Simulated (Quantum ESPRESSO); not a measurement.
WC, 2 atoms in the cell. The structure is cubic, space group Fm-3m (No. 225). The conventional cell has a = 4.385 Å, b = 4.385 Å, c = 4.385 Å, α = 90.00°, β = 90.00°, γ = 90.00°. W (site symmetry m-3m) is surrounded by 6 C at 2.19 Å. C (site symmetry m-3m) has 6 W at 2.19 Å as nearest neighbours. Measurements of this composition are mostly on another form, of space group No. 187.

```yaml
Program: Quantum ESPRESSO 7.5
Task: phonons
Functional: PBE
Potentials_or_basis: GBRV 1.5 PBE
Cutoff: 762 eV
Density_cutoff: 6095 eV
k_mesh: 10 × 10 × 10
Occupations: cold, width 0.2 eV
Spin: no spin polarisation
Mixing_beta: 0.5
Most_SCF_iterations: 120
SCF_threshold: 4e-10 Ry
```

Potentials or basis: GBRV 1.5 PBE.

The run is started by

```console
$ OMP_NUM_THREADS=1 mpirun -n 4 pw.x -nk 4 -in pw.in > pw.out
$ OMP_NUM_THREADS=1 mpirun -n 4 pw.x -nk 4 -in relax.in > relax.out
$ OMP_NUM_THREADS=1 mpirun -n 4 pw.x -nk 4 -in scf2.in > scf2.out
$ OMP_NUM_THREADS=1 mpirun -n 4 ph.x -nk 4 -in ph.in > ph.out
$ OMP_NUM_THREADS=1 mpirun -n 1 dynmat.x -in dynmat.in > dynmat.out
```

Hardware: 4 MPI ranks on AMD EPYC 7R43 64-Core Processor (Zen 3) (shared host).

**Question.** How long does it take, and how much memory?

**Answer.** Run time: 2.7 min on 4 MPI ranks on AMD EPYC 7R43 64-Core Processor (Zen 3), with other jobs on the host, peak memory 0.4 GiB a rank. Counts: scf iterations 49, k pools 4, bands 15, ion steps 4, k points 47, g dense 22899.
